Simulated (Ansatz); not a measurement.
# FeO (Wuestite) (Fm-3m) in Ansatz: notebook

Runs on FeO (Wuestite). Level: revPBE. Tasks: single point, equation of state.

Program: Ansatz 0.2.0. These are calculated values, not measurements. Logs are shortened: lines on timing, memory, paths and dates and some standing lists are left out, and cuts for length are marked.

### Step 1. The crystal as given

It takes space group Fm-3m (No. 225, cubic). Conventional cell: a = 4.311 Å, b = 4.311 Å, c = 4.311 Å, α = 90.00°, β = 90.00°, γ = 90.00°. Fe (site symmetry m-3m) is surrounded by 6 O at 2.16 Å. Around O (site symmetry m-3m) lie 6 Fe at 2.16 Å.

### Step 2. Single point, revPBE, collinear spin, ferromagnetic start, 9.41 Å³/atom (volume scaled by 0.94)

File input.yaml:

```yaml
crystal:
  lattice:
    - [0.0, 2.1113998987, 2.1113998987]
    - [2.1113998987, 0.0, 2.1113998987]
    - [2.1113998987, 2.1113998987, 0.0]
  atoms:
    - { symbol: Fe, position: [0.0, 0.0, 0.0], spin: 3.0 }
    - { symbol: O, position: [0.5, 0.5, 0.5] }
hamiltonian:
  xc: revpbe
  pseudopotentials: { kind: paw }
magnetization:
  spin_polarized: true
kpoints:
  mp_grid: { grid: [11, 11, 11] }
scf:
  occupations: { method: fermi_dirac, width: 0.05 }
output:
  forces: true
  stress: true
  eigenvalues: true
```

Potentials or basis: Ansatz PAW.

Command:

```console
$ ansatz run input.yaml --threads 2 --pin off --max-ram 5120MiB --backend cpu --events-out ev --progress --plain --runs-dir out
```

What it wrote:

```text
Warning: RAYON_NUM_THREADS=2 ignored (pool sized by the plan → 2); use --threads N
Engine: ansatz 0.2.0, aarch64-unknown-linux-gnu
Pseudopotentials: kind: paw
Pseudopotential: Fe, paw, valence charge 16, recommended cutoff 420 eV (normal), Fe.paw.azcp
Pseudopotential: O, paw, valence charge 6, recommended cutoff 420 eV (normal), O.paw.azcp
Functional definition: revPBE
  parameter kappa = 1.245
  parameter beta = 0.06672455060314922
  exchange = pbe_x(kappa = kappa, mu = beta*pi^2/3)
  correlation = pbe_c(beta = beta)
Crystal: 2 atoms, lattice volume = 18.825 Å³
Basis set: ecut = 420 eV, 339 PW (Γ), exchange–correlation on 40×40×40 points (8 copies of the dense FFT grid, shifted against one another)
Bands: 17, of which v1, the nominal top of the filled ones, is band 11 counted from 1 (10 counted from 0)
Symmetry: 48 space group operations
Space group: Fm-3m (ITA 225), of the structure as read, at distance tolerance 2.7e-5 Å
Magnetic group: BNS 225.116 (UNI 1618), of the structure as read, at distance tolerance 2.7e-5 Å
k-points: 56 of 1331
Non-local potential: Fe, projectors of the file, l = 0: 3, l = 1: 2, l = 2: 3, l = 3: 1
Non-local potential: O, projectors of the file, l = 0: 2, l = 1: 2, l = 2: 1
PAW form: soft (Blöchl's): semilocal exchange-correlation on the pseudo side does not see the compensation charge
PAW frozen core: Fe, regenerated for the run's functional, and the local potential with it (the file was generated under x = pbe(κ = 0.804, μ = 0.2195149727645171), c = pbe(β = 0.06672455060314922))
PAW frozen core: O, regenerated for the run's functional, and the local potential with it (the file was generated under x = pbe(κ = 0.804, μ = 0.2195149727645171), c = pbe(β = 0.06672455060314922))
PAW one-centre angular grid: Fe, 590 points (default); XC on 64 Gauss nodes
PAW one-centre angular grid: O, 110 points (default); XC on 64 Gauss nodes
Initial density: superposition of atomic densities (chi_scale 0.1, normalization cell, long waves kept (reshape's long-wave potential 0.00 eV rms))
Starting moments: Σ|m| = 3 μB on 1 of 2 sites
Initial wavefunctions: pseudopotential atomic-orbital guess
Functional: x = revpbe(κ = 1.245, μ = 0.2195149727645171), c = pbe(β = 0.06672455060314922)
SCF iter   1: F=—  HF=-5051.387769 eV  |F-HF|=—  |Δ(HF+E_count)|=         —  Δρ=1.48e-1 (↑1.48e-1 ↓6.33e-2)  dr2=2.77e0  dr2_m=1.39e0  M=3.782 μB ∫|m|=3.782 μB  β_m=0.30  ethr=3.10e-3  ⟨swp⟩=4.3  Hψ=7936  notcnv=0
Mixer restart at iter 1: flushing history
preconditioner: auto → none  [metal: Δε(μ)=0.006 eV  Ē_g=13.741 eV  σ=0.050 eV  W_gap=0.03  n_scr=8 (ndim 8)  ℏωp=32.0 eV  f_vac=0.000  D(μ)=2.21/eV (n_scr^D=26)  sad-step TF]
SCF iter   2: F=—  HF=-5051.569641 eV  |F-HF|=—  |Δ(HF+E_count)|=   1.82e-1  Δρ=9.84e-2 (↑9.84e-2 ↓6.04e-2)  dr2=5.19e-1  dr2_m=1.00e0  M=3.972 μB ∫|m|=3.972 μB  β_m=0.54  ethr=3.10e-3  ⟨swp⟩=2.7  Hψ=4126  notcnv=0  defer=44
SCF iter   3: F=—  HF=-5051.880340 eV  |F-HF|=—  |Δ(HF+E_count)|=   3.11e-1  Δρ=4.79e-2 (↑3.46e-2 ↓4.79e-2)  dr2=1.16e0  dr2_m=1.14e-2  M=3.830 μB ∫|m|=3.835 μB  β_m=0.46  ethr=2.36e-3  ⟨swp⟩=2.4  Hψ=3548  notcnv=0  defer=47
SCF iter   4: F=—  HF=-5051.746726 eV  |F-HF|=—  |Δ(HF+E_count)|=   1.34e-1  Δρ=8.96e-3 (↑8.96e-3 ↓5.62e-3)  dr2=1.44e-2  dr2_m=2.35e-3  M=3.999 μB ∫|m|=4.008 μB  β_m=0.50  ethr=2.36e-3  ⟨swp⟩=2.9  Hψ=3421  notcnv=0  defer=47
SCF iter   5: F=—  HF=-5051.749520 eV  |F-HF|=—  |Δ(HF+E_count)|=         —  Δρ=3.96e-3 (↑3.88e-3 ↓3.96e-3)  dr2=2.42e-3  dr2_m=8.58e-4  M=3.999 μB ∫|m|=4.010 μB  β_m=0.50  ethr=6.53e-5  ⟨swp⟩=2.2  Hψ=3959  notcnv=0  defer=53
Mixer restart at iter 5: flushing history
SCF iter   6: F=—  HF=-5051.751869 eV  |F-HF|=—  |Δ(HF+E_count)|=   2.35e-3  Δρ=1.67e-3 (↑1.67e-3 ↓1.61e-3)  dr2=1.72e-4  dr2_m=3.69e-4  M=3.999 μB ∫|m|=4.011 μB  β_m=0.63  ethr=1.10e-5  ⟨swp⟩=2.1  Hψ=3613  notcnv=0  defer=53
SCF iter   7: F=—  HF=-5051.753465 eV  |F-HF|=—  |Δ(HF+E_count)|=   1.60e-3  Δρ=1.85e-3 (↑1.57e-3 ↓1.85e-3)  dr2=1.30e-3  dr2_m=3.31e-5  M=3.999 μB ∫|m|=4.013 μB  β_m=0.63  ethr=7.83e-7  ⟨swp⟩=2.0  Hψ=3360  notcnv=0  defer=53
SCF iter   8: F=—  HF=-5051.753530 eV  |F-HF|=—  |Δ(HF+E_count)|=   6.46e-5  Δρ=5.57e-4 (↑5.57e-4 ↓3.54e-4)  dr2=7.33e-5  dr2_m=4.18e-6  M=3.999 μB ∫|m|=4.013 μB  β_m=0.60  ethr=7.83e-7  ⟨swp⟩=2.0  Hψ=3704  notcnv=0  defer=53
SCF iter   9: F=—  HF=-5051.753574 eV  |F-HF|=—  |Δ(HF+E_count)|=   4.42e-5  Δρ=1.68e-4 (↑1.68e-4 ↓5.21e-5)  dr2=2.70e-6  dr2_m=1.13e-6  M=3.999 μB ∫|m|=4.013 μB  β_m=0.61  ethr=3.33e-7  ⟨swp⟩=2.0  Hψ=2669  notcnv=0  defer=53
SCF iter  10: F=—  HF=-5051.753573 eV  |F-HF|=—  |Δ(HF+E_count)|=   1.12e-6  Δρ=4.89e-5 (↑4.89e-5 ↓2.23e-5)  dr2=1.80e-7  dr2_m=1.74e-7  M=3.999 μB ∫|m|=4.013 μB  β_m=0.80  ethr=1.23e-8  ⟨swp⟩=2.2  Hψ=3001  notcnv=0  defer=53
SCF iter  11: F=-5051.753573 eV  HF=-5051.753573 eV  |F-HF|=1.16e-10  |Δ(HF+E_count)|=   5.09e-8  Δρ=4.16e-6 (↑4.16e-6 ↓2.63e-6)  dr2=1.92e-9  dr2_m=1.23e-9  M=3.999 μB ∫|m|=4.013 μB  ethr=4.55e-10  ⟨swp⟩=3.7  Hψ=7519  notcnv=0
SCF 1 converged in 11 iterations: F = -5051.753573 eV  dr2 = 1.92e-9
SCF converged after 11 iterations
Magnetization: 3.9994 μB (12.9997 up, 9.0003 down)
Absolute magnetization: 4.0133 μB (∫|ρ↑−ρ↓|, with the PAW one-centre terms)
Spin contamination: 0.0111 ħ² per cell (⟨S²⟩ above its minimum at these occupations)
Per-site moments (μB) at R_I (Å): [(3.4275466794052614, 0.8709524582137501), (0.3314242773903753, 0.8709524582137501)]
Free energy (F): -5051.753573 eV
Harris-Foulkes:  -5051.753573 eV  (|F-HF|=1.16e-10)
Internal energy: -5051.742946 eV  (E = F + TS)
E sigma→0 (E₀):  -5051.748260 eV
Entropy (-TS):   -0.010627 eV (-5.313 meV/atom)
Fermi energy:    15.974437 eV
--- Per-component energies (eV) ---
  E_band       = -241.082321
  E_kinetic    = 517.934893
  E_local      = -2517.131528  (includes V_loc(G=0)·N_el)
  E_nonlocal   = 278.804273
  E_hartree    = 1031.428015
  E_xc         = -189.064519
  E_vxc        = -242.168629  (∫ρ·V_xc dr)
  E_paw        = -1534.331802  (= ΣΔE_a)
  E_vpaw       = -341.378042  (= ΣTr[D̂ρ^β])
  E_aug_tail   = 0.003236  (compensation charges beyond the density's cutoff)
  E_ewald      = -2639.335725
  E_core_change = -0.049790  (= ΣΔE_core)
  E_smearing   = -0.010627  (= −TS)
  E_closure    = -0.000000  (closes the sum)
  Σ components = -5051.753573   (vs F -5051.753573, Δ=0.00e0)
--- Forces (eV/Å), atoms counted from 1 ---
  atom   1  Fe    -0.00000000     0.00000000    -0.00000000
  atom   2  O      0.00000000     0.00000000     0.00000000
  max |Σ_I F_I| component: 1.17e-29 eV/Å
--- Stress (GPa, compression-positive) ---
       17.263484       0.000000       0.000000
        0.000000      17.263484      -0.000000
        0.000000       0.000000      17.263484
  P = ⅓ Tr σ = 17.2635 GPa (172.635 kbar)
--- Band table (eV; the first three rows and the last of 112) ---
  k-point 0 ↑: bands = ["-74.0511", "-40.0356", "-40.0356", "-40.0356", "-5.4333", "11.8415", "11.8415", "11.8415", "11.9775", "11.9775", "11.9775", "12.2263", "12.2263", "16.3340", "31.4000", "33.4437", "33.4437"]
  k-point 1 ↑: bands = ["-74.0505", "-40.0411", "-40.0363", "-40.0363", "-5.3416", "10.9379", "11.0763", "11.0763", "12.0700", "12.0700", "12.3570", "13.0084", "13.0084", "16.9092", "30.1810", "33.2166", "33.2166"]
  k-point 2 ↑: bands = ["-74.0489", "-40.0559", "-40.0381", "-40.0381", "-5.0859", "9.6207", "10.2693", "10.2693", "12.2512", "12.2512", "12.6164", "13.9358", "13.9358", "18.1102", "28.2228", "32.2610", "32.2610"]
  k-point 55 ↓: bands = ["-69.8679", "-35.9925", "-35.9885", "-35.9657", "-3.4332", "9.2738", "9.3469", "10.1724", "15.7292", "16.1093", "16.8031", "17.2694", "18.0219", "25.3492", "25.9632", "25.9797", "29.7330"]
```

It took 1.6 s on 2 threads of Arm Neoverse V2, shared host; peak memory 0.3 GiB.

Results:

```yaml
Free_energy: -5051.7536 eV
Pressure: 17.3 GPa
Band_gap_on_the_k_mesh: none (metal or under the smearing width)
Net_moment: 4.00 μB per cell
Absolute_moment: 4.01 μB per cell
Site_moments: Fe +3.43; O +0.33 μB
```

Caveat: the pressure holds a Pulay correction of +0.6 GPa for the finite cutoff; a cell with one magnetic atom can't hold antiferromagnetic order, which such compounds often take; semilocal functionals often make such compounds metallic where correlation or magnetic order opens a gap, which also shifts bond lengths; the PAW data sets come from PBE, with cores solved anew for the run's functional, which leaves a small shift of forces and pressure.

### Step 3. Single point, revPBE, collinear spin, ferromagnetic start, 9.61 Å³/atom (volume scaled by 0.96)

Changes to input.yaml since step 2:

```diff
@@ -2,5 +2,5 @@
   lattice:
-    - [0.0, 2.1113998987, 2.1113998987]
-    - [2.1113998987, 0.0, 2.1113998987]
-    - [2.1113998987, 2.1113998987, 0.0]
+    - [0.0, 2.126269402, 2.126269402]
+    - [2.126269402, 0.0, 2.126269402]
+    - [2.126269402, 2.126269402, 0.0]
   atoms:
```

Potentials or basis: Ansatz PAW.

Command:

```console
$ ansatz run input.yaml --threads 2 --pin off --max-ram 5120MiB --backend cpu --events-out ev --progress --plain --runs-dir out
```

It took 1.7 s on 2 threads of Arm Neoverse V2, shared host; peak memory 0.3 GiB.

It converged, with:

```
Free energy            : -5051.7904 eV
Pressure               : 12.3 GPa
Band gap on the k mesh : none (metal or under the smearing width)
Net moment             : 4.00 μB per cell
Absolute moment        : 4.01 μB per cell
Site moments           : Fe +3.44; O +0.33 μB
```

Caveat: the pressure holds a Pulay correction of +0.6 GPa for the finite cutoff; a cell with one magnetic atom can't hold antiferromagnetic order, which such compounds often take; semilocal functionals often make such compounds metallic where correlation or magnetic order opens a gap, which also shifts bond lengths; the PAW data sets come from PBE, with cores solved anew for the run's functional, which leaves a small shift of forces and pressure.

### Step 4. Single point, revPBE, collinear spin, ferromagnetic start, 9.81 Å³/atom (volume scaled by 0.98)

Changes to input.yaml since step 3:

```diff
@@ -2,5 +2,5 @@
   lattice:
-    - [0.0, 2.126269402, 2.126269402]
-    - [2.126269402, 0.0, 2.126269402]
-    - [2.126269402, 2.126269402, 0.0]
+    - [0.0, 2.1409337923, 2.1409337923]
+    - [2.1409337923, 0.0, 2.1409337923]
+    - [2.1409337923, 2.1409337923, 0.0]
   atoms:
@@ -21 +21,5 @@
   eigenvalues: true
+  write_density: true
+  write_potential: true
+  elf: true
+  volumetric_format: npy
```

Command:

```console
$ ansatz run input.yaml --threads 2 --pin off --max-ram 5120MiB --backend cpu --events-out ev --progress --plain --runs-dir out
```

It took 2.1 s on 2 threads of Arm Neoverse V2, shared host; peak memory 0.31 GiB.

It converged, with:

```yaml
Free_energy: -5051.8155 eV
Pressure: 7.8 GPa
Band_gap_on_the_k_mesh: none (metal or under the smearing width)
Net_moment: 4.00 μB per cell
Absolute_moment: 4.01 μB per cell
Site_moments: Fe +3.45; O +0.32 μB
```

Caveat: the pressure holds a Pulay correction of +0.6 GPa for the finite cutoff; a cell with one magnetic atom can't hold antiferromagnetic order, which such compounds often take; semilocal functionals often make such compounds metallic where correlation or magnetic order opens a gap, which also shifts bond lengths; the PAW data sets come from PBE, with cores solved anew for the run's functional, which leaves a small shift of forces and pressure.

### Step 5. Single point, revPBE, collinear spin, ferromagnetic start, 10.01 Å³/atom

Changes to input.yaml since step 4:

```diff
@@ -2,5 +2,5 @@
   lattice:
-    - [0.0, 2.1409337923, 2.1409337923]
-    - [2.1409337923, 0.0, 2.1409337923]
-    - [2.1409337923, 2.1409337923, 0.0]
+    - [0.0, 2.1554, 2.1554]
+    - [2.1554, 0.0, 2.1554]
+    - [2.1554, 2.1554, 0.0]
   atoms:
@@ -21,5 +21 @@
   eigenvalues: true
-  write_density: true
-  write_potential: true
-  elf: true
-  volumetric_format: npy
```

Command:

```console
$ ansatz run input.yaml --threads 2 --pin off --max-ram 5120MiB --backend cpu --events-out ev --progress --plain --runs-dir out
```

It took 1.8 s on 2 threads of Arm Neoverse V2, shared host; peak memory 0.3 GiB.

Results (log left out):

- Free energy: -5051.8299 eV
- Pressure: 3.9 GPa
- Band gap on the k mesh: none (metal or under the smearing width)
- Net moment: 4.00 μB per cell
- Absolute moment: 4.02 μB per cell
- Site moments: Fe +3.46; O +0.32 μB

Caveat: the pressure holds a Pulay correction of +0.6 GPa for the finite cutoff; a cell with one magnetic atom can't hold antiferromagnetic order, which such compounds often take; semilocal functionals often make such compounds metallic where correlation or magnetic order opens a gap, which also shifts bond lengths; the PAW data sets come from PBE, with cores solved anew for the run's functional, which leaves a small shift of forces and pressure.

### Step 6. Single point, revPBE, collinear spin, ferromagnetic start, 10.21 Å³/atom (volume scaled by 1.02)

Changes to input.yaml since step 5:

```diff
@@ -2,5 +2,5 @@
   lattice:
-    - [0.0, 2.1554, 2.1554]
-    - [2.1554, 0.0, 2.1554]
-    - [2.1554, 2.1554, 0.0]
+    - [0.0, 2.1696745882, 2.1696745882]
+    - [2.1696745882, 0.0, 2.1696745882]
+    - [2.1696745882, 2.1696745882, 0.0]
   atoms:
```

Potentials or basis: Ansatz PAW.

Command:

```console
$ ansatz run input.yaml --threads 2 --pin off --max-ram 5120MiB --backend cpu --events-out ev --progress --plain --runs-dir out
```

It took 1.8 s on 2 threads of Arm Neoverse V2, shared host; peak memory 0.3 GiB.

It converged, with:

| Quantity | Value |
| --- | --- |
| Free energy | -5051.8351 eV |
| Pressure | 0.3 GPa |
| Band gap on the k mesh | none (metal or under the smearing width) |
| Net moment | 4.00 μB per cell |
| Absolute moment | 4.02 μB per cell |
| Site moments | Fe +3.47; O +0.31 μB |

Caveat: the pressure holds a Pulay correction of +0.6 GPa for the finite cutoff; a cell with one magnetic atom can't hold antiferromagnetic order, which such compounds often take; semilocal functionals often make such compounds metallic where correlation or magnetic order opens a gap, which also shifts bond lengths; the PAW data sets come from PBE, with cores solved anew for the run's functional, which leaves a small shift of forces and pressure.

### Step 7. Single point, revPBE, collinear spin, ferromagnetic start, 10.41 Å³/atom (volume scaled by 1.04)

Changes to input.yaml since step 6:

```diff
@@ -2,5 +2,5 @@
   lattice:
-    - [0.0, 2.1696745882, 2.1696745882]
-    - [2.1696745882, 0.0, 2.1696745882]
-    - [2.1696745882, 2.1696745882, 0.0]
+    - [0.0, 2.183763779, 2.183763779]
+    - [2.183763779, 0.0, 2.183763779]
+    - [2.183763779, 2.183763779, 0.0]
   atoms:
```

Command:

```console
$ ansatz run input.yaml --threads 2 --pin off --max-ram 5120MiB --backend cpu --events-out ev --progress --plain --runs-dir out
```

Run time: 1.8 s. Hardware: 2 threads of Arm Neoverse V2, shared host; peak memory 0.31 GiB.

The run converged. Its results:

```
Free energy            : -5051.8317 eV
Pressure               : -3.0 GPa
Band gap on the k mesh : none (metal or under the smearing width)
Net moment             : 4.00 μB per cell
Absolute moment        : 4.02 μB per cell
Site moments           : Fe +3.48; O +0.31 μB
```

Caveat: the pressure holds a Pulay correction of +0.6 GPa for the finite cutoff; a cell with one magnetic atom can't hold antiferromagnetic order, which such compounds often take; semilocal functionals often make such compounds metallic where correlation or magnetic order opens a gap, which also shifts bond lengths; the PAW data sets come from PBE, with cores solved anew for the run's functional, which leaves a small shift of forces and pressure.

### Step 8. Single point, revPBE, collinear spin, ferromagnetic start, 10.61 Å³/atom (volume scaled by 1.06)

Changes to input.yaml since step 7:

```diff
@@ -2,5 +2,5 @@
   lattice:
-    - [0.0, 2.183763779, 2.183763779]
-    - [2.183763779, 0.0, 2.183763779]
-    - [2.183763779, 2.183763779, 0.0]
+    - [0.0, 2.1976734774, 2.1976734774]
+    - [2.1976734774, 0.0, 2.1976734774]
+    - [2.1976734774, 2.1976734774, 0.0]
   atoms:
```

Command:

```console
$ ansatz run input.yaml --threads 2 --pin off --max-ram 5120MiB --backend cpu --events-out ev --progress --plain --runs-dir out
```

Wall time 1.8 s (2 threads of Arm Neoverse V2, shared host); peak memory 0.31 GiB.

Results (log left out):

```yaml
Free_energy: -5051.8205 eV
Pressure: -5.8 GPa
Band_gap_on_the_k_mesh: none (metal or under the smearing width)
Net_moment: 4.00 μB per cell
Absolute_moment: 4.02 μB per cell
Site_moments: Fe +3.48; O +0.31 μB
```

Caveat: the pressure holds a Pulay correction of +0.6 GPa for the finite cutoff; a cell with one magnetic atom can't hold antiferromagnetic order, which such compounds often take; semilocal functionals often make such compounds metallic where correlation or magnetic order opens a gap, which also shifts bond lengths; the PAW data sets come from PBE, with cores solved anew for the run's functional, which leaves a small shift of forces and pressure.

### Step 9. Equation of state, revPBE, collinear spin, ferromagnetic start

Potentials or basis: Ansatz PAW.

No new run: the results of the series are fitted here.

Results:

| Property | Result |
| --- | --- |
| Equilibrium volume | 10.23 Å³/atom |
| Bulk modulus | 172 GPa |
| Pressure derivative of the bulk modulus | 4.4 (rough: it moves with the points fitted) |

Energy against volume, from the lowest point:
```csv
volume (Å³/atom),energy (meV/atom)
9.413,40.75
9.613,22.31
9.813,9.80
10.013,2.58
10.214,0.00
10.414,1.70
10.614,7.30
```

Caveat: the potentials were made for another functional, which shifts forces and pressure. revPBE gives volumes clearly too large for solids.
